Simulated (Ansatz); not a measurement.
Al, 4 atoms in the cell. It takes space group P6_3/mmc (No. 194, hexagonal). The conventional cell has a = 2.827 Å, b = 2.827 Å, c = 9.186 Å, α = 90.00°, β = 90.00°, γ = 120.00°. Around Al (site symmetry -6m2) lie 12 Al at 2.82 to 2.83 Å. Al (site symmetry -3m) has 12 Al at 2.82 to 2.83 Å as nearest neighbours. This isn't the form of Al at room conditions, which is fcc.

| Property | Result |
| --- | --- |
| Program | Ansatz 0.2.0 |
| Task | band structure |
| Functional | PBEsol |
| Potentials or basis | all-electron LAPW, scalar-relativistic |
| Cutoff | 122 eV (chosen from the basis error) |
| Basis error allowed | 0.002 eV/atom |
| k mesh | 11 × 11 × 3 |
| Occupations | fermi-dirac, width 0.05 eV |
| Spin | no spin polarisation |

Potentials or basis: all-electron LAPW, scalar-relativistic.

Command:

```console
$ ansatz run input.yaml --threads 2 --pin off --max-ram 8192MiB --backend cpu --events-out ev --progress --plain --runs-dir out
```

Hardware: 2 threads of AMD EPYC 7R43 64-Core Processor (Zen 3), on a shared host.

**Question.** Estimate the wall time of this run.

**Answer.** Wall time 6.1 s on 2 threads of AMD EPYC 7R43 64-Core Processor (Zen 3) (shared host), peak memory 0.3 GiB. Counts: scf iterations 7, plane waves 215, k points 32, bands 27.
